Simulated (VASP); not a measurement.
A run of VASP 6.6.1 is set up as follows.

Contents of INCAR:

```
SYSTEM = PtSe2
PREC     = Accurate       ! precision mode
ENCUT    = 520            ! plane-wave cutoff, eV
EDIFF    = 1E-6           ! SCF threshold, eV
ISMEAR   = 0              ! smearing method
SIGMA    = 0.03           ! smearing width, eV
LREAL    = .False.        ! projectors in reciprocal space
LASPH    = .True.         ! aspherical terms in the spheres
NELM     = 80             ! most SCF steps
ALGO     = Fast           ! electronic algorithm
ISIF     = 2              ! what is computed and relaxed
LWAVE    = .False.        ! write WAVECAR
LCHARG   = .True.         ! write CHGCAR
LNONCOLLINEAR= .True.         ! non-collinear magnetism
MAGMOM   = 0 0 0 0 0 0 0 0 0 ! initial moments
LORBIT   = 11             ! projections on sites
LSORBIT  = .True.         ! spin-orbit coupling
GGA_COMPAT= .False.      
LMAXMIX  = 4              ! l up to which the mixer works
LDIPOL   = .True.       
IDIPOL   = 3            
DIPOL    = 0.5 0.5 0.500
GGA      = PE             ! functional
LVHAR    = .True.       
LVACPOTAV= .True.       
KPAR     = 4
```

File KPOINTS:

```
regular mesh
0
Gamma
  12 12 1
  0 0 0
```

The input POSCAR:

```
PtSe2                                   
1.0
    3.6892124750     -0.0000000000      0.0000000000
   -1.8446062375      3.1949517270      0.0000000000
    0.0000000000      0.0000000000     18.6200000000
  Se              Pt            
     2     1
Direct
     0.3333330000000032    0.6666669999999968    0.4287803042548727
     0.6666669999999968    0.3333330000000032    0.5712196957451272
     0.0000000000000000    0.0000000000000000    0.5000000000000000
```

Potentials or basis: VASP PAW PBE potentials, release 64 (Se, Pt).

Run with:

```bash
$ cat potpaw_PBE.64/Se/POTCAR potpaw_PBE.64/Pt/POTCAR > POTCAR
$ mpirun -np 4 vasp_ncl > vasp.out
```

(1) Predict the work function of the upper face.

(2) What does it give for the work function of the lower face?

(3) Estimate the net moment.

Answers

(1) 5.30 eV.

(2) 5.30 eV.

(3) 0.00 μB per cell.
